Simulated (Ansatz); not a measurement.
# Relaxing Li2Se

**What was measured.** A cell as deposited of cubic Li2Se (space group Fm-3m), temperature not stated, from the Crystallography Open Database (1963), has a = 6.005 Å and 18.05 Å³/atom.

The computed numbers are results of r²SCAN, scalar-relativistic (no spin polarisation) in the plane-wave PAW code Ansatz at 500 eV, Γ-centred 8×8×8 mesh, 0.05 eV Gaussian smearing. The datasets are Ansatz's generated set soft_2.

The chain of runs began from a cell as deposited in COD, expanded in volume.

The first cell, 1 % over the database's volume:

```yaml
crystal:
  lattice:
    - [0.00000, 3.01248, 3.01248]
    - [3.01248, 0.00000, 3.01248]
    - [3.01248, 3.01248, 0.00000]
  atoms:
    - { symbol: Li, position: [0.25000, 0.25000, 0.25000] }
    - { symbol: Li, position: [0.75000, 0.75000, 0.75000] }
    - { symbol: Se, position: [0.00000, 0.00000, 0.00000] }
```

The first steps of the search for zero pressure:

```tsv
run	level	k-mesh	kind	V (Å³/atom)	P (GPa)	gap on the mesh (eV)
1	PBE, 420 eV	6×6×6	fixed cell	18.23	-0.3	2.99
2	PBE, 420 eV	6×6×6	fixed cell	18.15	-0.2	2.99
```

Problem. At which volume does r²SCAN reach zero pressure?

Solution. 17.87 Å³/atom, about 2.0 % under the start.

The steps that followed:

```tsv
run	level	k-mesh	kind	V (Å³/atom)	P (GPa)	E − E(final) (meV/atom)	gap on the mesh (eV)
3	r²SCAN	8×8×8	fixed cell	18.15	-0.5	0.5	3.49
4	r²SCAN	8×8×8	fixed cell	18.08	-0.4	0.3	3.49
5	r²SCAN	8×8×8	fixed cell	17.87	0.0	0.0	3.48
```

The cell is relaxed to zero pressure at this level.

The final structure (symmetry read at 0.01 Å). It takes space group Fm-3m (No. 225, cubic). The conventional cell has a = 5.985 Å, b = 5.985 Å, c = 5.985 Å, α = 90.00°, β = 90.00°, γ = 90.00°. Li (site symmetry -43m) has 4 Se at 2.59 Å as nearest neighbours. Se (site symmetry m-3m) has 8 Li at 2.59 Å as nearest neighbours. (Shells end 15 % past the nearest neighbour.)

At the final geometry the gap, band path included, is 3.48 eV. Against the elements' standard states, run alike and uncorrected, the formation energy is -1.43 eV/atom. 

**Reading the result.**

Formal charges Li⁺, Se²⁻ balance and leave closed shells on every ion, so a band insulator is expected, and the gap is 3.48 eV.

Shannon's ionic radii give a check on the bond lengths: Li⁺ with 4 neighbours 0.59 Å + Se²⁻ 1.98 Å (six-fold value) = 2.57 Å against a computed mean of 2.59 Å. Sums and bonds agree within 3 %, so ion sizes set the bond lengths.

Bader charges against formal ones: Li +0.88 (+1), Se −1.76 (−2). The cations give up 88 % of the formal charge; Bader charges stay under formal ones because the anions' density reaches into the cations' basins, though a share this high marks a strongly ionic bond.

**Against experiment.** r²SCAN gives 5.985 Å and 17.87 Å³/atom, −1.0 % in volume (−0.3 % in length) from the database's cell. The static lattice lacks zero-point motion and thermal expansion; that covers some of the miss, perhaps all.

Kohn–Sham gaps of semilocal functionals lie under measured ones, often by a third or more.
